Shear a silicon crystal to the right or to the left, and the result is the same distorted crystal seen from another side. Neither its energy nor its band gap can depend on the sign of the shear. The naive conclusion is that both change with the square of the strain, so that twice the shear gives four times the change. Between 2 % and 4 % shear both seem to obey: the energy rises from 2.6 to 10.6 meV per atom, and the loss of gap grows from 37 to 140 meV.

Diamond-type silicon (a = 5.431 Å, not relaxed at this level) under engineering shear xz with fractional coordinates fixed, computed with Ansatz 0.2.0: plane-wave PAW, PBE, scalar-relativistic, no spin polarisation, 420 eV cutoff, 10×10×10 k mesh, Gaussian smearing of 0.05 eV. Energies are free energies relative to the unstrained cell; pressure is positive in compression.

```csv
strain,energy change (meV/atom),tensile stress along pattern (GPa),pressure (GPa),gap on mesh (eV)
-0.04,10.6,-4.21,2.20,0.440
-0.02,2.6,-2.10,2.06,0.543
0,0.0,0.00,2.01,0.580
0.005,0.2,0.53,2.02,0.573
0.01,0.7,1.05,2.02,0.565
0.015,1.5,1.57,2.04,0.555
0.025,4.1,2.63,2.09,0.530
0.03,6.0,3.15,2.12,0.507
0.035,8.1,3.68,2.16,0.473
```

The small strains tell a different story. Between 0.5 % and 1 % shear the loss of gap goes from 7 to 15 meV, which is a doubling and not a quadrupling. The energy keeps to the square there too, so the gap must contain something that the energy lacks. An estimate by hand has to treat the two differently.

Two column readings matter first. The strain is the change, in radians, of the right angle between the x and z axes, and the column headed "tensile stress along pattern" holds the shear stress that goes with it. The rows with negative strain are therefore not compressed crystals. They stand equally well for shears of +2 % and +4 %, with the stress reversed. The unstrained crystal has the space group Fd-3m; every sheared row has the lower symmetry Imma.

## Stress and energy need one constant

Each silicon atom has four bonds. This shear lengthens two of them and shortens the other two, each by about a third of the strain, and it also bends the angles between them. For such small distortions the crystal resists like a spring, so the stress is proportional to the strain γ:

stress = C · γ

The row at 1 % shear has a stress of 1.05 GPa, which gives C = 105 GPa. In daily use this means 1.05 GPa for each per cent of shear. With this one reading the rule meets the stress in every row to 0.01 GPa.

The energy follows without a new constant. The stress grows steadily from zero, so its average during the deformation is half its final value, and the work done on an atom of volume V is

energy = ½ · C · V · γ²

To get handy units, divide 105 GPa by 160.2, which turns it into 0.655 eV/Å³. Multiply by the 20.02 Å³ of an atom, take half, and insert γ = 0.01. The result is 0.66 meV per atom at 1 % shear, to be multiplied by the square of the strain in per cent.

A small correction comes from the starting cell. It was not relaxed and is under a pressure P of about 2 GPa. A shear that tilts both axes equally, as here, shrinks the volume by the fraction γ²/4, and squeezing a crystal that pushes outwards costs the extra energy P · V · γ²/4. This adds about 1 % to the energy. With it, the rule agrees with the unrounded energies of the same calculation to about 1 % in every strained row; without it, the worst error is about 2 %.

## Why the gap starts with a straight line

The gap is the distance between two particular levels, the top of the valence band and the bottom of the conduction band. At the valence top of unstrained silicon several states share the same energy because the crystal is cubic. Shear removes that symmetry and pulls them apart, some up and some down, in proportion to the strain. Reversing the shear exchanges their roles, but one of them always rises, and the highest one sets the gap. This part of the loss is therefore proportional to the size of the shear, whatever its sign.

The total energy shows no such straight piece because it adds up all the filled states. Those that rise and those that fall cancel to first order, and only the square remains. The gap has no such protection, since it follows a single state at each edge.

The conduction band adds a part that does grow with the square. Silicon has six equal lowest valleys, each close to a zone boundary point X where two bands touch. For the two valleys along y, at right angles to the plane of the shear, the strain mixes these two bands and pushes them apart. At the valley they are already separated, so the mixing must work against that separation, and the lower band sinks only with the square of the strain.

This picture is standard band theory, and the table doesn't resolve the two edges separately. It does support the shape. Writing p for the size of the shear in per cent, the rule is

loss of gap in meV = 12 · p + 3.2 · p²

The two constants come from a least-squares fit to the six rows up to 2.5 % shear, rounded afterwards. Within that range the rule agrees with the table to better than 1 meV, whereas the best pure square misses by up to 6 meV. A little more of one term can be offset by a little less of the other, so neither constant should be read as a property of a single band.

## Two rows worked by hand

Take first the row at −0.02, where p = 2. It was not used to find C, but it was part of the gap fit.

- **Stress:** 1.05 × 2 = 2.10 GPa, with a minus sign because the shear is reversed. The table has −2.10 GPa.
- **Energy:** 0.66 × 4 = 2.6 meV per atom, as in the table.
- **Gap:** the loss is 24 + 13 = 37 meV, which takes 0.580 eV down to 0.543 eV. The table has the same value.

Now take the row at 0.035, where p = 3.5. It was used for neither rule.

- **Stress:** 1.05 × 3.5 = 3.68 GPa, as in the table.
- **Energy:** 0.66 × 12.25 = 8.1 meV per atom, again as in the table.
- **Gap:** the loss is 42 + 39 = 81 meV, but the table gives 107 meV.

The elastic rule has passed unharmed to the larger strain. The gap rule has lost about a quarter of the effect, and at 4 % it gives only 99 of the 140 meV.

## What happens to the gap near 3 %

The table shows a sudden change of pace. Between 2 % and 2.5 % the gap falls by 26 meV per per cent of shear; between 3 % and 4 % it falls by 67. The points at 3 %, 3.5 % and 4 % also lie on a straight line. Carried back to 2.5 %, that line gives 0.54 eV, slightly above the 0.530 eV actually found. This is how two competing band edges behave when the one that was higher falls faster and takes over.

The likely newcomer is the point X on the y axis. There the two conduction bands touch, so the mixing meets no separation to work against, and the lower band sinks in full proportion to the strain. X starts above the valley but overtakes it once the shear is large enough. The positions of the band edges were not recorded, so this assignment remains an inference.

The sharpness of the change is probably due to the mesh of k points. The mesh samples the line towards X only in steps of a fifth, so the lowest sampled point has to jump. In a real crystal the valley can slide towards X smoothly. The strain at which the pace changes should therefore not be taken as a material constant before a finer mesh has confirmed it. The same caution holds for the square term at small shear, because the bottom of the valley need not fall on a sampled point.

The change of band edge also explains why the naive square looked so good at first. Calibrated on the 4 % row, it reads 140/16 = 8.75 meV times p², and it stays within about 6 meV of every row. As a rough guide over the whole range it even beats the two-term rule. But it averages over two different regimes, and at 0.5 % shear it gives 2 meV where the table has 7. A formula can fit a wide range tolerably and still be wrong where small strains matter.

## What to use for a real device

Silicon transistor channels strained along a face diagonal of the cubic cell contain a shear of this kind. There the constant of 105 GPa is too high, because the calculation carried the atoms along with the cell and did not let them settle. The evidence is in the forces on the atoms, which grow in proportion to the strain and reach 0.40 eV/Å at 4 %.

The direction of these forces shows what the atoms would do. The two atoms of the cell are pushed in opposite directions along y, at right angles to the plane of the shear. A small shift that way shortens the two stretched bonds and lengthens the two compressed ones at the same time. The crystal then takes up more of the shear by bending its bonds, which is easier than stretching them.

The size of the relief can be judged from the force and the stiffness against such a shift. If the force is F and the stiffness k, letting the atoms go gains the energy F²/(2k). Taking k from the optical vibration of silicon, whose energy I recall as roughly 0.06 eV, lowers C by some tens of GPa. That is in line with a measured constant of very roughly 80 GPa, also recalled. For a known shear in a channel, the rule of 1.05 GPa per per cent thus gives an upper estimate of the stress; a design calculation should use the constant for relaxed atoms.

The gap rule needs more caution. On this mesh PBE puts the unstrained gap at 0.580 eV, about half the measured one, so at most its changes could be carried over. Spin–orbit coupling is missing as well. It splits the valence top by an energy comparable with the losses at modest shear, and so it can alter the first slope, although states that still share an energy at the top keep the straight start. Letting the atoms settle matters too: their shift against each other also splits the valence top in proportion to the strain, so it can change the first slope strongly, by an amount that these runs do not give.

The loss of about 15 meV at 1 % shear therefore belongs to the crystal with clamped atoms and is no safe estimate for a real channel. What carries over is the shape: do not scale a loss down with the square for small strains. Before relying on a change of gap at any strain, repeat the calculation with relaxed atoms, spin–orbit coupling and a finer mesh. The stress rule shows no softening up to 4 %, but a crystal must yield at some larger shear, and a line that is still straight gives no hint of where.
